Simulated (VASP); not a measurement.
## MnF2: relaxation of cell and atoms with PBE

The system is MnF2.

```
Mn F
1.0
     4.87380    0.00000    0.00000
     0.00000    4.87380    0.00000
     0.00000    0.00000    3.31070
Mn F
2 4
Direct
  0.00000 0.00000 0.00000
  0.50000 0.50000 0.50000
  0.30530 0.30530 0.00000
  0.19470 0.80530 0.50000
  0.69470 0.69470 0.00000
  0.80530 0.19470 0.50000
```

```json
{
  "Program": "VASP 6.6.1",
  "Task": "relaxation of cell and atoms",
  "Functional": "PBE",
  "Potentials or basis": "VASP PAW PBE potentials, release 64 (Mn_pv, F)",
  "Cutoff": "600 eV",
  "k mesh": "6 × 6 × 8",
  "Occupations": "gaussian, width 0.03 eV",
  "Spin": "collinear spin, ferromagnetic start",
  "Starting moments": "[5.0, 5.0, 0.0, 0.0, 0.0, 0.0] μB",
  "Further INCAR settings": "ALGO = Normal; EDIFF = 1e-06; AMIX = 0.2; BMIX = 0.0001; IBRION = 2; EDIFFG = -0.01; NSW = 90; ISIF = 3"
}
```

* Relaxed volume: 13.62 Å³/atom
* Relaxed cell: a = 4.948 Å, b = 4.948 Å, c = 3.339 Å, α = 90.00°, β = 90.00°, γ = 90.00°
* Space group after relaxing (to 0.05 Å): P4_2/mnm (No. 136)
* Energy gained by relaxing: 5.6 meV/atom
* Ionic steps: 9
* Pressure after relaxing: 0.0 GPa
* Largest force after relaxing: 0.006 eV/Å
* Band gap on the k mesh: 1.21 eV, direct
* Net moment: 10.00 μB per cell
* Site moments: Mn +4.60; F +0.09 μB
* Valence electrons inside the program's atomic spheres: Mn 11.22; F 6.09

Forces on the atoms (eV/Å):
```
Mn   0.000  0.000  0.000
Mn   0.000  0.000  0.000
F   -0.004 -0.004  0.000
F    0.004 -0.004  0.000
F    0.004  0.004  0.000
F   -0.004  0.004  0.000
```

Step by step:
| step | energy change (eV) | largest force (eV/Å) | pressure (GPa) | volume (Å³) |
| --- | --- | --- | --- | --- |
| 1 | 0.0000 | 0.0436 | 3.62 | 78.64 |
| 2 | -0.0319 | 0.0173 | -0.47 | 82.06 |
| 3 | -0.0326 | 0.0103 | 0.01 | 81.60 |
| 4 | -0.0326 | 0.0094 | 0.09 | 81.54 |
| 5 | -0.0329 | 0.0051 | 0.10 | 81.58 |
| 6 | -0.0332 | 0.0008 | 0.09 | 81.61 |
| 7 | -0.0333 | 0.0076 | 0.10 | 81.68 |
| 8 | -0.0333 | 0.0028 | -0.13 | 81.85 |
| 9 | -0.0333 | 0.0059 | -0.01 | 81.75 |

Final structure:
```xyz
6
Lattice="4.9478 0.0000 0.0000 0.0000 4.9478 0.0000 0.0000 0.0000 3.3392" Properties=species:S:1:pos:R:3 pbc="T T T"
Mn    0.0000    0.0000    0.0000
Mn    2.4739    2.4739    1.6696
F     1.5105    1.5105    0.0000
F     0.9634    3.9844    1.6696
F     3.4374    3.4374    0.0000
F     3.9844    0.9634    1.6696
```

Levels at points of the mesh, in eV from the valence-band top:
Spin up:
```tsv
k point	band 28	band 29	band 30	band 31	band 32	band 33	band 34	band 35	band 36	band 37
(0.00, 0.00, 0.00)	-1.70	-1.48	-0.51	-0.51	0.00	1.21	6.58	6.58	7.60	9.59
(0.50, 0.00, 0.00)	-1.84	-0.78	-0.78	-0.62	-0.62	3.50	3.50	7.83	7.83	9.69
(0.50, 0.50, 0.00)	-1.79	-1.08	-1.08	-0.51	-0.51	4.88	4.88	5.65	5.65	11.81
(0.00, 0.00, 0.50)	-1.76	-1.16	-1.16	-0.96	-0.96	5.73	5.73	9.48	9.48	9.63
(0.50, 0.00, 0.50)	-1.71	-1.58	-1.58	-0.29	-0.29	6.81	6.81	6.91	6.91	10.84
(0.50, 0.50, 0.50)	-1.86	-1.18	-1.18	-0.79	-0.79	6.65	6.65	8.03	8.03	8.78
```
Spin down:
```tsv
k point	band 19	band 20	band 21	band 22	band 23	band 24	band 25	band 26
(0.00, 0.00, 0.00)	-4.74	-4.36	-4.36	-4.07	1.88	1.91	2.28	2.36
(0.50, 0.00, 0.00)	-5.11	-5.11	-4.38	-4.38	2.07	2.07	2.47	2.47
(0.50, 0.50, 0.00)	-4.79	-4.79	-4.69	-4.69	1.95	1.95	2.38	2.38
(0.00, 0.00, 0.50)	-4.92	-4.92	-4.73	-4.73	2.29	2.29	2.37	2.37
(0.50, 0.00, 0.50)	-4.79	-4.79	-4.55	-4.55	2.04	2.04	2.42	2.42
(0.50, 0.50, 0.50)	-4.53	-4.53	-4.46	-4.46	2.26	2.26	2.35	2.35
```

It took 16 min on 2 MPI ranks on AMD EPYC 7R13 Processor (Zen 3), on a shared host, peak memory 0.38 GiB a rank.

Caveat: only a ferromagnetic start was run, and an antiferromagnetic order may lie lower in energy. A k mesh can miss the band edges.
